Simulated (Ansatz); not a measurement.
Te2Mo under changes of volume

One of the cells (133.495 Å³/atom); the others are scaled copies at fixed shape and fractional positions:

```
Te Mo
1.0
     6.36161    0.00000    0.00000
     0.00000    3.48040    0.00000
    -0.08574    0.00000   36.17589
Te Mo
4 2
Direct
  0.42925 0.75000 0.54070
  0.57075 0.25000 0.45930
  0.92085 0.25000 0.55653
  0.07915 0.75000 0.44347
  0.18135 0.25000 0.49747
  0.81865 0.75000 0.50253
```

| Item | Value |
| --- | --- |
| Program | Ansatz 0.2.0 |
| Functional | PBE |
| Potentials or basis | Ansatz NC |
| Cutoff | 1120 eV (not typed: the program's choice for these potentials) |
| k mesh | 4 × 8 × 1 |
| Occupations | fermi-dirac, width 0.05 eV |
| Spin | no spin polarisation |

```tsv
volume (Å³/atom)	energy over the lowest point (meV/atom)	largest force (eV/Å)
125.485	37.44	1.370
128.155	17.59	0.969
130.825	5.37	0.599
133.495	0.00	0.258
136.165	0.76	0.115
138.835	?	?
141.505	18.16	0.613
```

Task: What does the run at 138.835 Å³/atom give?

Result: Energy over the lowest point 7.00 meV/atom; largest force 0.346 eV/Å.

Worked out: A Birch-Murnaghan fit of order 3 (a polynomial in V^(-2/3)) to the other rows has its minimum at 134.47 Å³/atom with B0 = V·E''(V) = 17.8 GPa and B' = 4.5 at fixed shape and positions, which overstates the stiffness. It gives 7.00 meV/atom at 138.835 Å³/atom, against the run's 7.00.

Energies are extrapolated to zero smearing.
